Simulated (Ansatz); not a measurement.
The elements of this relaxed trial crystal are hidden behind letters.

```
lattice vectors (Å)
  -1.7412    1.7412    6.1826
   1.7412   -1.7412    6.1826
   1.7412    1.7412   -6.1826
fractional positions
X 0.8471 0.8471 0.0000
X 0.1529 0.1529 0.0000
Z 0.5000 0.5000 0.0000
```

These are results of DFT PBE, scalar-relativistic, plane waves, PAW (Ansatz 0.2.0), not measurements. The final run on the 3-atom cell used 420 eV, a Γ-centred 14×14×14 mesh, 0.10 eV smearing and no spin polarisation.

```
Space group                                 : I4/mmm (No. 139)
Conventional cell                           : a = 3.482 Å, c = 12.365 Å
Volume per atom                             : 24.99 Å³
Density                                     : 6.87 g/cm³
Formation energy                            : +0.15 eV/atom
Gap on the 14×14×14 mesh of the 3-atom cell : 0 eV (a metal)
```

Energies are uncorrected and count from the elements' standard states at the same level.

**Question.** X is a p-block element of period 5 and Z is a p-block element of period 4. Which elements are they?

**Answer.** X = Sn, Z = Ge, so the formula is Sn2Ge. Density times volume gives a mean mass of 6.87 × 24.99/1.6605 = 103.4 u per atom, and this set has 103.3 u. Around Sn lie 4 Ge at 3.10 Å, 8 Sn at 3.44–3.48 Å and 1 Sn at 3.78 Å; around Ge lie 8 Sn at 3.10 Å and 4 Ge at 3.48 Å. Other sets within the hints have nearly the same mass, so mass alone doesn't settle it; this one was computed.

The end has Fmmm (No. 69) at a tolerance of 0.01 Å; the cell shown is made exact in the group found at 0.05 Å. Symmetry constrained the relaxation, so the result can be a saddle point. Another cell of Sn2Ge relaxed alike, in P-3m1, lies 120 meV/atom lower, so this cell isn't the stable form at this level.
